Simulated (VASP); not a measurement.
Wanted: the native input for a VASP 6.6.1 run.

| Quantity | Value |
| --- | --- |
| Task | single point |
| Functional | PBEsol |
| Potentials or basis | VASP PAW PBE potentials, release 64 (C) |
| Cutoff | 520 eV |
| k mesh | 16 × 16 × 4 |
| Occupations | fermi-dirac, width 0.05 eV |
| Spin | no spin polarisation |
| Further INCAR settings | ALGO = Normal; EDIFF = 1e-06 |

The structure of C lies in POSCAR:

```
C
1.0
    2.4610000000      0.0000000000      0.0000000000
   -1.2305000000      2.1312885187      0.0000000000
    0.0000000000      0.0000000000      6.7080000000
C
4
Direct
    0.0000000000      0.0000000000      0.2500000000
    0.3333333333      0.6666666667      0.2500000000
    0.0000000000      0.0000000000      0.7500000000
    0.3333333333      0.6666666667      0.7500000000
```

The cell was built by a generator and needn't be a form met in nature.

One way to write it, as run:

INCAR

```
  PREC = Accurate
  ENCUT = 520
  EDIFF = 1E-6
  ISMEAR = -1
  SIGMA = 0.05
  LREAL = False
  LASPH = True
  NELM = 100
  ALGO = Normal
  ISIF = 2
  LWAVE = False
  LCHARG = False
  GGA = PS
```

KPOINTS

```
regular mesh
0
Gamma
  16 16 4
```

Potentials or basis: VASP PAW PBE potentials, release 64 (C).

Launch:

```bash
$ cat potpaw_PBE.64/C/POTCAR > POTCAR
$ mpirun -np 1 vasp_std > vasp.out
```

It gave:

* Pressure: 0.9 GPa
* Band gap on the k mesh: 0.15 eV

Caveat: the PAW data sets were made with another functional, which shifts forces and pressure a little; this functional lacks dispersion, which binds the layers, so the pressure and a relaxed spacing across them are unreliable.

It took 18 s on 1 thread of Intel(R) Xeon(R) Platinum 8559C (Emerald Rapids), with other jobs on the host, peak memory 0.15 GiB.
